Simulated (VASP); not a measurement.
MoP, 2 atoms in the cell. The structure is hexagonal, space group P-6m2 (No. 187). The conventional cell has a = 3.223 Å, b = 3.223 Å, c = 3.191 Å, α = 90.00°, β = 90.00°, γ = 120.00°. Around Mo (site symmetry -6m2) lie 6 P at 2.45 Å. Around P (site symmetry -6m2) lie 6 Mo at 2.45 Å. 

| Quantity | Value |
| --- | --- |
| Program | VASP 6.6.1 |
| Task | single point |
| Functional | PBE |
| Potentials or basis | VASP PAW PBE potentials, release 64 (Mo_sv_GW, P_GW) |
| Cutoff | 500 eV |
| k mesh | 6 × 6 × 5 |
| Occupations | gaussian, width 0.02 eV |
| Spin | no spin polarisation |
| Further INCAR settings | ALGO = Normal; EDIFF = 1e-06; NBANDS = 16 |

Potentials or basis: VASP PAW PBE potentials, release 64 (Mo_sv_GW, P_GW).

Run with:

```sh
$ cat potpaw_PBE.64/Mo_sv_GW/POTCAR potpaw_PBE.64/P_GW/POTCAR > POTCAR
$ mpirun -np 1 vasp_std > vasp.out
```

Hardware: 1 thread of AMD EPYC 9R45 (Zen 5), on a shared host.

Q: Estimate the wall time of this run.

A: It took 7.4 s on 1 thread of AMD EPYC 9R45 (Zen 5), on a shared host, peak memory 0.12 GiB. Counts: scf iterations 12, k points 21.
